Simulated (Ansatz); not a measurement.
Level of theory: DFT PBE, scalar-relativistic, plane waves, PAW (Ansatz). Settings: cutoff 420 eV, Γ-centred meshes spaced at most about 0.3 Å⁻¹, and about 0.25 Å⁻¹ or finer for metals (2π included), Gaussian smearing. No spin polarisation.

Temperature and zero-point effects are left out.

Question: Order these relaxed structures of GaP₂ by energy, lowest first, with the energy over the lowest of them.
A.

```
Ga P
1.0
     6.02310    0.00000    0.00000
     0.00000    6.02310    0.00000
     0.00000    0.00000    6.02310
Ga P
4 8
Cartesian
  0.0000 0.0000 0.0000
  3.0116 0.0000 3.0116
  0.0000 3.0116 3.0116
  3.0116 3.0116 0.0000
  0.6096 3.6211 5.4135
  5.4135 2.4020 0.6096
  5.4135 0.6096 3.6211
  0.6096 5.4135 2.4020
  3.6211 5.4135 0.6096
  2.4020 0.6096 5.4135
  3.6211 3.6211 3.6211
  2.4020 2.4020 2.4020
```

B.

```
Ga P
1.0
    -2.67831    2.67831    3.48310
     2.67831   -2.67831    3.48310
     2.67831    2.67831   -3.48310
Ga P
2 4
Direct
  0.25000 0.25000 0.00000
  0.75000 0.75000 0.00000
  0.64663 0.14663 0.79326
  0.14663 0.35337 0.50000
  0.35337 0.85337 0.20674
  0.85337 0.64663 0.50000
```

C.

```
Ga P
1.0
     5.11688    0.00000    0.00000
     0.00000    5.11688    0.00000
     0.00000    0.00000    2.37676
Ga P
1 2
Direct
  0.00000 0.00000 0.00000
  0.00000 0.50000 0.00000
  0.50000 0.00000 0.00000
```

Answer: A (0 meV/atom), B (228 meV/atom), C (551 meV/atom). Forms: A pyrite type, Pa-3; B I4/mcm; C P4/mmm. Counting P atoms around Ga (those within 1.25 times the shortest such distance or 1.15 times the sum of covalent radii): A has Ga 6; B has Ga 8; C has Ga 4. A holds P–P pairs (shortest 2.11 Å); B holds P–P pairs (shortest 2.22 Å); C holds P–P chains (shortest 2.38 Å). All come from invented guesses. The lowest form computed isn't among them: it has the marcasite type, space group Pnnm (No. 58), 18.4 Å³/atom and lies 11 meV/atom below the best shown.

In P4/mmm an odd number of electrons in the primitive cell allows no gap without spin; a larger cell or a magnetic state could open one. Cells relaxed within their symmetry can be saddle points. Some structure types and database cells were kept out of the candidates from the start, so a known form may be missing.
